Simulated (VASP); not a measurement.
# 2H-MoS2 monolayer under biaxial strain, part 4 of 7

How do the gap and the band positions of 2H-MoS2 monolayer follow biaxial strain?

VASP 6.6.1, plane waves and PAW; the level of theory is named at each step.

So far, gap on the k-mesh (eV): step 2 (relaxing the monolayer) 1.79; step 5 (strained, atoms relaxed, biaxial strain -0.04) 1.65.

**7. Strained, atoms relaxed, biaxial strain -0.03**

This step: PBE with D3(BJ), no spin polarisation; plane waves and PAW (Mo, S) (VASP 6.6.1).

Input file INCAR:

```
SYSTEM = MoS2
PREC = Normal
ENCUT = 350
EDIFF = 1E-06
NELM = 120
ISMEAR = 0
SIGMA = 0.03
LREAL = .FALSE.
ALGO = Fast
GGA = PE
IVDW = 12
NBANDS = 15
LASPH = .TRUE.
LORBIT = 11
LWAVE = .FALSE.
LCHARG = .FALSE.
KPAR = 4
IBRION = 2
NSW = 30
ISIF = 2
EDIFFG = -0.015
POTIM = 0.4
MAXMIX = 40
IDIPOL = 3
LDIPOL = .TRUE.
DIPOL = 0.5 0.5 0.5
```

Input file POSCAR:

```
MoS2
1.0
    3.0565359583      0.0000000000      0.0000000000
   -1.5282679791      2.6470377874      0.0000000000
    0.0000000000      0.0000000000     22.0000000000
Mo S
1 2
Direct
    0.3333333333      0.6666666667      0.5000000000
    0.6666666667      0.3333333333      0.4286452982
    0.6666666667      0.3333333333      0.5713547018
```

Input file KPOINTS:

```
Automatic mesh
0
Gamma
12 12 1
0 0 0
```

The projector-augmented-wave data sets are Mo and S (PBE family, release 64).

Started as:

```bash
$ mpirun -np 4 vasp_std
```

What it wrote:

```text
[... set-up lines as in an earlier step ...]
 entering main loop
       N       E                     dE             d eps       ncg     rms          rms(c)
DAV:   1     0.115907947487E+03    0.11591E+03   -0.52199E+03   570   0.654E+02
DAV:   2    -0.119303312523E+02   -0.12784E+03   -0.12012E+03   945   0.165E+02
DAV:   3    -0.228072999115E+02   -0.10877E+02   -0.10762E+02   759   0.591E+01
DAV:   4    -0.229970003817E+02   -0.18970E+00   -0.18936E+00   733   0.951E+00
[...]
RMM:  19    -0.216099507394E+02    0.11887E-05   -0.74852E-07   402   0.440E-03    0.232E-03
RMM:  20    -0.216099573496E+02   -0.66102E-05   -0.26983E-07   385   0.291E-03    0.996E-04
RMM:  21    -0.216099576630E+02   -0.31341E-06   -0.15305E-07   367   0.208E-03
   1 F= -.22632138E+02 E0= -.22632138E+02  d E =-.226321E+02
[...]
N       E                     dE             d eps       ncg     rms          rms(c)
DAV:   1    -0.216342649084E+02   -0.24308E-01   -0.16264E+00   633   0.706E+00    0.121E+00
[...]
RMM:   8    -0.216398073427E+02   -0.32054E-04   -0.41848E-05   624   0.432E-02    0.671E-03
RMM:   9    -0.216398127306E+02   -0.53879E-05   -0.57787E-06   506   0.157E-02    0.686E-03
RMM:  10    -0.216398124995E+02    0.23113E-06   -0.21038E-06   430   0.801E-03
   2 F= -.22655717E+02 E0= -.22655717E+02  d E =-.235793E-01
 trial-energy change:   -0.023579  1 .order   -0.023898   -0.040229   -0.007568
 step:   1.2500(harm=  1.2317)  dis= 0.03483  next Energy=   -22.656658 (dE=-0.245E-01)
[...]
N       E                     dE             d eps       ncg     rms          rms(c)
DAV:   1    -0.216419263505E+02   -0.21136E-02   -0.10111E-01   668   0.175E+00    0.307E-01
RMM:   2    -0.216421702953E+02   -0.24394E-03   -0.38356E-03   570   0.475E-01    0.554E-02
RMM:   3    -0.216422502839E+02   -0.79989E-04   -0.84505E-04   582   0.192E-01    0.350E-02
RMM:   4    -0.216422575637E+02   -0.72798E-05   -0.10744E-04   572   0.821E-02    0.170E-02
RMM:   5    -0.216422612196E+02   -0.36559E-05   -0.34312E-05   602   0.430E-02    0.121E-02
RMM:   6    -0.216422619809E+02   -0.76133E-06   -0.65632E-06   494   0.163E-02
   3 F= -.22656597E+02 E0= -.22656597E+02  d E =-.244597E-01
[...]
reached required accuracy - stopping structural energy minimisation
```

Elapsed: 17 s, on 4 MPI ranks of AMD EPYC 7R43, shared host; peak memory 0.62 GiB; 66 s of CPU time.

OUTCAR, selected parts (step 7):

```text
 Edisp (eV)   -1.01590

 Edisp (eV)   -1.01434

  Total       2.90707     2.90707    -0.09213     0.00000     0.00000     0.00000
  in kB      26.16702    26.16702    -0.82927     0.00000     0.00000     0.00000
  external pressure =       17.17 kB  Pullay stress =        0.00 kB

 POSITION                                       TOTAL-FORCE (eV/Angst)
 -----------------------------------------------------------------------------------
     -0.00000      1.76469     11.00000        -0.000000     -0.000000      0.000000
      1.52827      0.88235      9.39537         0.000000      0.000000      0.006366
      1.52827      0.88235     12.60463        -0.000000     -0.000000     -0.006366
 -----------------------------------------------------------------------------------
    total drift:                                0.000010     -0.000006      0.000000

  FREE ENERGIE OF THE ION-ELECTRON SYSTEM (eV)
  ---------------------------------------------------
  free  energy   TOTEN  =       -22.6565974832 eV

  energy  without entropy=      -22.6565974832  energy(sigma->0) =      -22.65659748

[... 2 parts as in an earlier step ...]

[... 2 further parts left out ...]
[key lines of the parts left out:]
E-fermi :  -2.3106
```

Relaxation path:

| step | energy less that of the first step (eV) | largest force (eV/Å) |
| --- | --- | --- |
| 1 | 0.0000 | 0.7219 |
| 2 | -0.0236 | 0.1358 |
| 3 | -0.0245 | 0.0064 |

The atoms that moved most (Å):

| atom | dx | dy | dz | length |
| --- | --- | --- | --- | --- |
| S2 | 0.000 | 0.000 | -0.035 | 0.035 |
| S3 | 0.000 | 0.000 | 0.035 | 0.035 |

The relaxed structure:

```xyz
3
Lattice="3.0565 0.0000 0.0000 -1.5283 2.6470 0.0000 0.0000 0.0000 22.0000" Properties=species:S:1:pos:R:3
Mo    0.0000    1.7647   11.0000
S     1.5283    0.8823    9.3954
S     1.5283    0.8823   12.6046
```

The run ended after 3 ionic steps, 0.024 eV below its first step, once the forces on the free atoms met EDIFFG = -0.015.

**8. Strained, levels with spin-orbit coupling, biaxial strain -0.03**

This step: PBE with D3(BJ), spin-orbit coupling, no spin polarisation; plane waves and PAW (Mo, S) (VASP 6.6.1).

Input file INCAR:

```
SYSTEM = MoS2
PREC = Normal
ENCUT = 350
EDIFF = 1E-06
NELM = 120
ISMEAR = 0
SIGMA = 0.03
LREAL = .FALSE.
ALGO = Fast
GGA = PE
IVDW = 12
LNONCOLLINEAR = .TRUE.
MAGMOM = 0 0 0 0 0 0 0 0 0
NBANDS = 30
GGA_COMPAT = .FALSE.
LASPH = .TRUE.
LSORBIT = .TRUE.
LMAXMIX = 4
LWAVE = .FALSE.
LCHARG = .FALSE.
KPAR = 4
IDIPOL = 3
LDIPOL = .TRUE.
DIPOL = 0.5 0.5 0.5
LVHAR = .TRUE.
LVACPOTAV = .TRUE.
```

Input file POSCAR:

```
MoS2
1.0
    3.0565359583      0.0000000000      0.0000000000
   -1.5282679791      2.6470377874      0.0000000000
    0.0000000000      0.0000000000     22.0000000000
Mo S
1 2
Direct
    0.3333333333      0.6666666667      0.5000000000
    0.6666666667      0.3333333333      0.4270621982
    0.6666666667      0.3333333333      0.5729378018
```

KPOINTS is that of step 7.

Input file KPOINTS_OPT:

```
Line mode
14
Line-mode
Reciprocal
  0.00000000   0.00000000   0.00000000 GAMMA
  0.50000000   0.00000000   0.00000000 M

  0.50000000   0.00000000   0.00000000 M
  0.33333333   0.33333333   0.00000000 K

  0.33333333   0.33333333   0.00000000 K
  0.00000000   0.00000000   0.00000000 GAMMA
```

Started as:

```bash
$ mpirun -np 4 vasp_ncl
```

What it wrote:

```text
[... set-up lines as in an earlier step ...]
 entering main loop
       N       E                     dE             d eps       ncg     rms          rms(c)
DAV:   1     0.117262877810E+03    0.11726E+03   -0.51741E+03  1892   0.661E+02
DAV:   2    -0.868782958035E+01   -0.12595E+03   -0.11824E+03  2764   0.174E+02
DAV:   3    -0.227314687686E+02   -0.14044E+02   -0.13862E+02  2468   0.654E+01
DAV:   4    -0.230639908518E+02   -0.33252E+00   -0.33120E+00  2368   0.120E+01
[...]
RMM:  21    -0.216580963289E+02   -0.40909E-05   -0.35614E-07  1532   0.432E-03    0.253E-03
RMM:  22    -0.216580996350E+02   -0.33062E-05   -0.65891E-07  1569   0.389E-03    0.397E-04
RMM:  23    -0.216581000895E+02   -0.45441E-06   -0.70110E-08  1200   0.187E-03
 [... a notice as in an earlier step ...]

   1 F= -.22672436E+02 E0= -.22672436E+02  d E =-.762988E-18  mag=     0.0000    -0.0000    -0.0000
 Start KPOINTS_OPT (optional k-point list driver)
k-point batch [1-31\42]
       N       E                     dE             ncg
DAV:   1    -0.503760278587E+02   -0.13898E+05     1892
DAV:   2    -0.388646525387E+04   -0.38361E+04     2794
DAV:   3    -0.427018856920E+04   -0.38372E+03     2414
DAV:   4    -0.427831425431E+04   -0.81257E+01     2414
DAV:   5    -0.427849836831E+04   -0.18411E+00     2360
DAV:   6    -0.427850487376E+04   -0.65055E-02     2388
DAV:   7    -0.427850511454E+04   -0.24078E-03     2420
DAV:   8    -0.427850512601E+04   -0.11462E-04     2232
DAV:   9    -0.427850512653E+04   -0.52528E-06     1624
k-point batch [32-42\42]
       N       E                     dE             ncg
DAV:   1     0.118468323798E+05   -0.24564E+04      692
DAV:   2     0.106412557532E+05   -0.12056E+04      968
DAV:   3     0.104899203547E+05   -0.15134E+03      904
DAV:   4     0.104858788179E+05   -0.40415E+01      834
DAV:   5     0.104857703163E+05   -0.10850E+00      806
DAV:   6     0.104857664951E+05   -0.38213E-02      874
DAV:   7     0.104857663624E+05   -0.13269E-03      868
DAV:   8     0.104857663557E+05   -0.66846E-05      798
DAV:   9     0.104857663553E+05   -0.37031E-06      592
```

Wall time 77 s (4 MPI ranks); peak memory 1.6 GiB.

OUTCAR, selected parts (step 8):

```text
 Edisp (eV)   -1.01434

  Total       2.90449     2.90449    -0.09005     0.00000     0.00000     0.00000
  in kB      26.14380    26.14380    -0.81052     0.00000     0.00000     0.00000
  external pressure =       17.16 kB  Pullay stress =        0.00 kB

 POSITION                                       TOTAL-FORCE (eV/Angst)
 -----------------------------------------------------------------------------------
     -0.00000      1.76469     11.00000        -0.000000      0.000000      0.000000
      1.52827      0.88235      9.39537         0.000000      0.000000      0.004809
      1.52827      0.88235     12.60463         0.000000     -0.000000     -0.004809
 -----------------------------------------------------------------------------------
    total drift:                                0.000009     -0.000005      0.000000

  FREE ENERGIE OF THE ION-ELECTRON SYSTEM (eV)
  ---------------------------------------------------
  free  energy   TOTEN  =       -22.6724355919 eV

  energy  without entropy=      -22.6724355919  energy(sigma->0) =      -22.67243559

[... 2 parts as in an earlier step ...]

[... 1 further part left out ...]
[key lines of the parts left out:]
E-fermi :  -2.2196
```

**9. Strained, atoms relaxed, biaxial strain -0.02**

This step: PBE with D3(BJ), no spin polarisation; plane waves and PAW (Mo, S) (VASP 6.6.1).

Input file INCAR:

```
SYSTEM = MoS2
PREC = Normal
ENCUT = 350
EDIFF = 1E-06
NELM = 120
ISMEAR = 0
SIGMA = 0.03
LREAL = .FALSE.
ALGO = Fast
GGA = PE
IVDW = 12
NBANDS = 15
LASPH = .TRUE.
LORBIT = 11
LWAVE = .FALSE.
LCHARG = .FALSE.
KPAR = 4
IBRION = 2
NSW = 30
ISIF = 2
EDIFFG = -0.015
POTIM = 0.4
MAXMIX = 40
IDIPOL = 3
LDIPOL = .TRUE.
DIPOL = 0.5 0.5 0.5
```

Input file POSCAR:

```
MoS2
1.0
    3.0880466382      0.0000000000      0.0000000000
   -1.5440233191      2.6743268368      0.0000000000
    0.0000000000      0.0000000000     22.0000000000
Mo S
1 2
Direct
    0.3333333333      0.6666666667      0.5000000000
    0.6666666667      0.3333333333      0.4286452982
    0.6666666667      0.3333333333      0.5713547018
```

KPOINTS is that of step 8.

Started as:

```bash
$ mpirun -np 4 vasp_std
```

What it wrote:

```text
[... set-up lines as in an earlier step ...]
 entering main loop
       N       E                     dE             d eps       ncg     rms          rms(c)
DAV:   1     0.116350293474E+03    0.11635E+03   -0.52613E+03   578   0.654E+02
DAV:   2    -0.117279389908E+02   -0.12808E+03   -0.12022E+03   902   0.165E+02
DAV:   3    -0.229232771055E+02   -0.11195E+02   -0.11076E+02   766   0.596E+01
DAV:   4    -0.231302699761E+02   -0.20699E+00   -0.20629E+00   740   0.971E+00
[...]
RMM:  18    -0.216962563989E+02   -0.21059E-04   -0.25138E-06   426   0.808E-03    0.174E-03
RMM:  19    -0.216962698896E+02   -0.13491E-04   -0.90720E-07   408   0.514E-03    0.131E-03
RMM:  20    -0.216962704629E+02   -0.57330E-06   -0.23645E-07   385   0.297E-03
   1 F= -.22696894E+02 E0= -.22696894E+02  d E =-.226969E+02
[...]
N       E                     dE             d eps       ncg     rms          rms(c)
DAV:   1    -0.217077462989E+02   -0.11476E-01   -0.66019E-01   710   0.447E+00    0.761E-01
[...]
RMM:  11    -0.217099508946E+02    0.17753E-05   -0.15305E-06   396   0.829E-03    0.158E-02
RMM:  12    -0.217099483012E+02    0.25934E-05   -0.40447E-06   464   0.876E-03    0.110E-02
RMM:  13    -0.217099478066E+02    0.49459E-06   -0.20146E-06   386   0.713E-03
   2 F= -.22706670E+02 E0= -.22706670E+02  d E =-.977607E-02
 trial-energy change:   -0.009776  1 .order   -0.009823   -0.016322   -0.003324
 step:   1.2629(harm=  1.2558)  dis= 0.02241  next Energy=   -22.707106 (dE=-0.102E-01)
[...]
N       E                     dE             d eps       ncg     rms          rms(c)
DAV:   1    -0.217112727241E+02   -0.13244E-02   -0.45791E-02   654   0.117E+00    0.201E-01
RMM:   2    -0.217113809114E+02   -0.10819E-03   -0.18586E-03   571   0.325E-01    0.363E-02
RMM:   3    -0.217114233388E+02   -0.42427E-04   -0.39564E-04   585   0.133E-01    0.127E-02
RMM:   4    -0.217114247806E+02   -0.14418E-05   -0.48869E-05   573   0.553E-02    0.113E-02
RMM:   5    -0.217114252272E+02   -0.44663E-06   -0.14794E-05   557   0.288E-02    0.124E-02
RMM:   6    -0.217114252250E+02    0.21996E-08   -0.28354E-06   439   0.120E-02
   3 F= -.22707121E+02 E0= -.22707121E+02  d E =-.102275E-01
[...]
reached required accuracy - stopping structural energy minimisation
```

Wall time 18 s (4 MPI ranks); peak memory 0.6 GiB.

OUTCAR, selected parts (step 9):

```text
 Edisp (eV)   -0.99672

 Edisp (eV)   -0.99570

  Total       1.90004     1.90004    -0.06400    -0.00000    -0.00000     0.00000
  in kB      16.75526    16.75526    -0.56442    -0.00000    -0.00000     0.00000
  external pressure =       10.98 kB  Pullay stress =        0.00 kB

 POSITION                                       TOTAL-FORCE (eV/Angst)
 -----------------------------------------------------------------------------------
     -0.00000      1.78288     11.00000         0.000000     -0.000000      0.000000
      1.54402      0.89144      9.40778         0.000000      0.000000     -0.002944
      1.54402      0.89144     12.59222        -0.000000     -0.000000      0.002944
 -----------------------------------------------------------------------------------
    total drift:                                0.000006     -0.000004      0.000000

  FREE ENERGIE OF THE ION-ELECTRON SYSTEM (eV)
  ---------------------------------------------------
  free  energy   TOTEN  =       -22.7071213943 eV

  energy  without entropy=      -22.7071213943  energy(sigma->0) =      -22.70712139

[... 2 parts as in an earlier step ...]

[... 2 further parts left out ...]
[key lines of the parts left out:]
E-fermi :  -2.4015
```

Relaxation path:

| step | energy less that of the first step (eV) | largest force (eV/Å) |
| --- | --- | --- |
| 1 | 0.0000 | 0.4598 |
| 2 | -0.0098 | 0.0937 |
| 3 | -0.0102 | 0.0029 |

The atoms that moved most (Å):

| atom | dx | dy | dz | length |
| --- | --- | --- | --- | --- |
| S2 | 0.000 | 0.000 | -0.022 | 0.022 |
| S3 | 0.000 | 0.000 | 0.022 | 0.022 |

Final coordinates:

```xyz
3
Lattice="3.0880 0.0000 0.0000 -1.5440 2.6743 0.0000 0.0000 0.0000 22.0000" Properties=species:S:1:pos:R:3
Mo    0.0000    1.7829   11.0000
S     1.5440    0.8914    9.4078
S     1.5440    0.8914   12.5922
```

The run ended after 3 ionic steps, 0.010 eV below its first step, once the forces on the free atoms met EDIFFG = -0.015.

**10. Strained, levels with spin-orbit coupling, biaxial strain -0.02**

This step: PBE with D3(BJ), spin-orbit coupling, no spin polarisation; plane waves and PAW (Mo, S) (VASP 6.6.1).

Input file INCAR:

```
SYSTEM = MoS2
PREC = Normal
ENCUT = 350
EDIFF = 1E-06
NELM = 120
ISMEAR = 0
SIGMA = 0.03
LREAL = .FALSE.
ALGO = Fast
GGA = PE
IVDW = 12
LNONCOLLINEAR = .TRUE.
MAGMOM = 0 0 0 0 0 0 0 0 0
NBANDS = 30
GGA_COMPAT = .FALSE.
LASPH = .TRUE.
LSORBIT = .TRUE.
LMAXMIX = 4
LWAVE = .FALSE.
LCHARG = .FALSE.
KPAR = 4
IDIPOL = 3
LDIPOL = .TRUE.
DIPOL = 0.5 0.5 0.5
LVHAR = .TRUE.
LVACPOTAV = .TRUE.
```

Input file POSCAR:

```
MoS2
1.0
    3.0880466382      0.0000000000      0.0000000000
   -1.5440233191      2.6743268368      0.0000000000
    0.0000000000      0.0000000000     22.0000000000
Mo S
1 2
Direct
    0.3333333333      0.6666666667      0.5000000000
    0.6666666667      0.3333333333      0.4276265184
    0.6666666667      0.3333333333      0.5723734816
```

KPOINTS is that of step 9.

KPOINTS_OPT is that of step 8.

Started as:

```bash
$ mpirun -np 4 vasp_ncl
```

What it wrote:

```text
[... set-up lines as in an earlier step ...]
 entering main loop
       N       E                     dE             d eps       ncg     rms          rms(c)
DAV:   1     0.116389898686E+03    0.11639E+03   -0.51237E+03  1884   0.657E+02
DAV:   2    -0.899501026804E+01   -0.12538E+03   -0.11837E+03  2840   0.172E+02
DAV:   3    -0.228518954650E+02   -0.13857E+02   -0.13678E+02  2468   0.649E+01
DAV:   4    -0.231733138275E+02   -0.32142E+00   -0.31998E+00  2278   0.117E+01
[...]
RMM:  21    -0.217272179951E+02   -0.38964E-05   -0.26824E-07  1493   0.353E-03    0.247E-03
RMM:  22    -0.217272219066E+02   -0.39115E-05   -0.59258E-07  1577   0.360E-03    0.420E-04
RMM:  23    -0.217272224059E+02   -0.49934E-06   -0.68360E-08  1210   0.181E-03
 [... a notice as in an earlier step ...]

   1 F= -.22722919E+02 E0= -.22722919E+02  d E =-.129799E-21  mag=     0.0000    -0.0000    -0.0000
 Start KPOINTS_OPT (optional k-point list driver)
k-point batch [1-31\42]
       N       E                     dE             ncg
DAV:   1     0.308725539072E+01   -0.13665E+05     1868
DAV:   2    -0.389376745136E+04   -0.38969E+04     2796
DAV:   3    -0.430218032553E+04   -0.40841E+03     2406
DAV:   4    -0.431152885219E+04   -0.93485E+01     2372
DAV:   5    -0.431174547301E+04   -0.21662E+00     2342
DAV:   6    -0.431175313679E+04   -0.76638E-02     2428
DAV:   7    -0.431175342577E+04   -0.28899E-03     2424
DAV:   8    -0.431175344006E+04   -0.14283E-04     2312
DAV:   9    -0.431175344067E+04   -0.61365E-06     1634
k-point batch [32-42\42]
       N       E                     dE             ncg
DAV:   1     0.116321032927E+05   -0.24904E+04      684
DAV:   2     0.104405983956E+05   -0.11915E+04      968
DAV:   3     0.102942215798E+05   -0.14638E+03      898
DAV:   4     0.102902835775E+05   -0.39380E+01      866
DAV:   5     0.102901955577E+05   -0.88020E-01      830
DAV:   6     0.102901929234E+05   -0.26344E-02      854
DAV:   7     0.102901928351E+05   -0.88310E-04      880
DAV:   8     0.102901928313E+05   -0.38018E-05      728
DAV:   9     0.102901928311E+05   -0.19880E-06      560
```

Elapsed: 77 s, on 4 MPI ranks; peak memory 1.6 GiB; 5.1 min of CPU time.

Parts of OUTCAR (step 10):

```text
 Edisp (eV)   -0.99570

  Total       1.89880     1.89880    -0.06035     0.00000     0.00000     0.00000
  in kB      16.74433    16.74433    -0.53221     0.00000     0.00000     0.00000
  external pressure =       10.99 kB  Pullay stress =        0.00 kB

 POSITION                                       TOTAL-FORCE (eV/Angst)
 -----------------------------------------------------------------------------------
     -0.00000      1.78288     11.00000         0.000000     -0.000000      0.000000
      1.54402      0.89144      9.40778        -0.000000      0.000000     -0.003857
      1.54402      0.89144     12.59222        -0.000000      0.000000      0.003857
 -----------------------------------------------------------------------------------
    total drift:                                0.000008     -0.000004      0.000000

  FREE ENERGIE OF THE ION-ELECTRON SYSTEM (eV)
  ---------------------------------------------------
  free  energy   TOTEN  =       -22.7229185753 eV

  energy  without entropy=      -22.7229185753  energy(sigma->0) =      -22.72291858

[... 2 parts as in an earlier step ...]

[... 1 further part left out ...]
[key lines of the parts left out:]
E-fermi :  -2.2979
```

On-site spin-orbit energy by atom:

| atom | on-site spin-orbit energy (eV) |
| --- | --- |
| Mo1 | -0.0272 |
| S2 | -0.0022 |
| S3 | -0.0022 |

(Continued in part 5 of 7.)

[Lines on the potential files, build, host, timing and source positions are cut from VASP's logs without a mark.]

[Logs are printed without paths, hosts, clocks, repeated set-up lines and the standing remarks that a program may print on its own settings, such as how far it seeks lower states.]

[Hosts, paths, dates, database ids (printed as entryN), source tags and the programs' standing remarks are cut or masked in the printed files.]

[Runs that stopped without an error message from VASP are left out.]
